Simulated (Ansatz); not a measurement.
# Al3Ni2: a hydrostatic pressure series

Aim: relax Al3Ni2 at pressures from -3 to 60 GPa within the symmetry of the start, and follow volume, cell shape and gap.

Computed with Ansatz 0.2.0 (DFT r2SCAN, scalar-relativistic, plane waves, PAW, unless a step's input says otherwise).

1 further run of the same task is left out (set aside as unsound or not needed).

## 1. The structure to begin with

Symmetry: P-3m1, No. 164, trigonal system. Conventional cell: a = 4.007 Å, b = 4.007 Å, c = 4.862 Å, α = 90.00°, β = 90.00°, γ = 120.00°. Al (site symmetry -3m) is surrounded by 6 Ni at 2.42 Å. Around Al (site symmetry 3m) lie 5 Ni at 2.42 to 2.52 Å and 3 Al at 2.73 Å. Around Ni (site symmetry 3m) lie 8 Al at 2.42 to 2.52 Å and 3 Ni at 2.72 Å.

Coordinates:

```xyz
5
Lattice="4.0067 0.0000 0.0000 -2.0034 3.4699 0.0000 0.0000 0.0000 4.8615" Properties=species:S:1:pos:R:3 pbc="T T T"
Al    0.0000    0.0000    0.0000
Al    0.0000    2.3133    3.1524
Al    2.0034    1.1566    1.7091
Ni    0.0000    2.3133    0.7108
Ni    2.0034    1.1566    4.1507
```

It goes back to an entry of the Materials Project, which need not be the stable form.

It is the result of an earlier relaxation at this level (volume 13.52 Å³/atom; gap on the mesh: none (metal)).

## 2. Target pressure -3 GPa

File input.yaml:

```yaml
crystal:
  lattice:
    - [4.0445832786, 0.0, 0.0]
    - [-2.0222916393, 3.502711867, 0.0]
    - [0.0, 0.0, 4.9074665124]
  atoms:
    - { symbol: Al, position: [0.0, 0.0, 0.0] }
    - { symbol: Al, position: [0.3333333333, 0.6666666667, 0.6484376368] }
    - { symbol: Al, position: [0.6666666667, 0.3333333333, 0.3515623632] }
    - { symbol: Ni, position: [0.3333333333, 0.6666666667, 0.1462123367] }
    - { symbol: Ni, position: [0.6666666667, 0.3333333333, 0.8537876633] }
basis:
  ecutwfc: 500
kpoints:
  mp_grid: { grid: [12, 12, 8] }
hamiltonian:
  xc: r2scan
scf:
  occupations: { method: gaussian, width: 0.1 }
output:
  forces: true
  stress: true
  eigenvalues: true
relax:
  adjacent_minimum: "off"
  f_tol: 0.008
  max_steps: 50
  cell: { stress_tol: 0.08, p_target: -3.0 }
```

Started as:

```
$ ansatz run input.yaml --threads 1 --pin off --max-ram 2560MiB --backend cpu --events-out ev --progress --plain --runs-dir out
```

The session goes on with these runs: relaxing at 3 GPa; relaxing at 8 GPa; relaxing at 15 GPa; 30 GPa; relaxing at 60 GPa.

Before running it: what results should come out? Wanted: bulk modulus B0; B0'.

The runs gave:

| quantity | value |
| --- | --- |
| volume at 60 GPa | 10.57 Å³/atom, V/V0 = 0.782 |
| bulk modulus B0 (third-order Birch-Murnaghan) | 146 GPa |
| B0' | 4.2 |

In words: At 60 GPa the crystal has lost 21.8 % of its volume. A third-order Birch-Murnaghan curve fits the points with B0 = 146 GPa. The cell gives way unevenly: a -8.1 %, b -8.1 %, c -7.4 %. Other structures may take over in this range; these runs cannot find them. The final runs have no spin polarisation, so no magnetic state was tried and one may lie lower.
